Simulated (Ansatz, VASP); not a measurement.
# One calculation of As, two programs

INCAR

```
ALGO = Normal
EDIFF = 1E-7
ENCUT = 520
GGA = PE
ISIF = 2
ISMEAR = 1
LASPH = True
LCHARG = False
LREAL = False
LWAVE = False
NBANDS = 12
NELM = 60
PREC = Accurate
SIGMA = 0.2
```

The input KPOINTS:

```
k-points
0
Gamma
  10 10 10
```

File POSCAR:

```
As
1.0
    1.9036109523      1.0990502958      3.6081612956
   -1.9036109523      1.0990502958      3.6081612956
    0.0000000000     -2.1981005915      3.6081612956
As
2
Direct
    0.7737100447      0.7737100447      0.7737100447
    0.2262899553      0.2262899553      0.2262899553
```

Input for Ansatz:

```yaml
crystal:
  lattice:
    - [1.9036109523, 1.0990502958, 3.6081612956]
    - [-1.9036109523, 1.0990502958, 3.6081612956]
    - [0.0, -2.1981005915, 3.6081612956]
  atoms:
    - { symbol: As, position: [0.7737100447, 0.7737100447, 0.7737100447] }
    - { symbol: As, position: [0.2262899553, 0.2262899553, 0.2262899553] }
hamiltonian:
  xc: pbe
  pseudopotentials:
    kind: paw
    azcp:
      As: "pseudopotentials/As.paw.azcp"
basis:
  ecutwfc: 420
  fft_grid_basis: typed
kpoints:
  mp_grid: { grid: [10, 10, 10], shift: [0, 0, 0] }
magnetization:
  spin_polarized: false
scf:
  occupations: { method: methfessel_paxton, width: 0.2 }
  lower_state_search: "off"
output:
  stress: true
```

Alike in both runs: task single point; functional PBE; k mesh 10 × 10 × 10; occupations methfessel-paxton of order 1, width 0.2 eV; no spin polarisation.

|  | VASP | Ansatz |
| --- | --- | --- |
| version | VASP 6.6.1 | Ansatz 0.2.0 |
| potentials or method | VASP PAW PBE potentials, release 64 (As) | plane waves (420 eV) with PAW, scalar-relativistic |
| plane-wave cutoff (eV) | 520 | 420 |
| valence electrons in the cell | 10 | 30 |

```tsv
	VASP	Ansatz	Ansatz less VASP
pressure (GPa)	0.2	0.0	-0.24
largest component of the traceless stress (GPa)	0.11	0.04	-0.068
```

The two sets of potentials don't hold the same shells in valence.
